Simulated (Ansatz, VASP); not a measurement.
# GaSb: VASP beside Ansatz

The input INCAR:

```
ALGO = Normal
EDIFF = 1E-7
ENCUT = 520
GGA = PE
ISIF = 2
ISMEAR = -1
LASPH = True
LCHARG = False
LREAL = False
LWAVE = False
NBANDS = 16
NELM = 100
PREC = Accurate
SIGMA = 0.05
```

File KPOINTS:

```
k-points
0
Gamma
  10 10 10
```

Contents of POSCAR:

```
GaSb
1.0
   -2.7896675499      2.7896675499      1.6116397558
    2.7896675499     -2.7896675499      1.6116397558
    2.7896675499      2.7896675499     -1.6116397558
Sb Ga
1 1
Direct
    0.0000000000      0.0000000000      0.0000000000
    0.7500000000      0.2500000000      0.5000000000
```

File input.yaml:

```yaml
crystal:
  lattice:
    - [-2.7896675499, 2.7896675499, 1.6116397558]
    - [2.7896675499, -2.7896675499, 1.6116397558]
    - [2.7896675499, 2.7896675499, -1.6116397558]
  atoms:
    - { symbol: Sb, position: [0.0, 0.0, 0.0] }
    - { symbol: Ga, position: [0.75, 0.25, 0.5] }
hamiltonian:
  xc: pbe
  pseudopotentials: { kind: paw }
kpoints:
  mp_grid: { grid: [10, 10, 10] }
scf:
  occupations: { method: fermi_dirac, width: 0.05 }
output:
  forces: true
  stress: true
  eigenvalues: true
```

Change from the starting cell: volume scaled by 1.04.

Alike in both runs: task single point; functional PBE; k mesh 10 × 10 × 10; occupations fermi-dirac, width 0.05 eV; no spin polarisation.

```csv
,VASP,Ansatz
version,VASP 6.6.1,Ansatz 0.2.0
potentials or method,"VASP PAW PBE potentials, release 64 (Sb, Ga_d)",Ansatz PAW
plane-wave cutoff (eV),520,420
valence electrons in the cell,18,28
```

VASP gave:

* gap on the k mesh at the Fermi level (eV): none
* pressure (GPa): -1.7
* largest component of the traceless stress (GPa): 0.43

Q: Estimate Ansatz's values.

A: gap on the k mesh at the Fermi level (eV): none; pressure (GPa): -1.7; largest component of the traceless stress (GPa): 0.39.

A gap of «none» marks a metal or a gap that the smearing closes. The two sets of potentials don't hold the same shells in valence.

Spin-orbit coupling is left out, which matters for the levels of Sb.
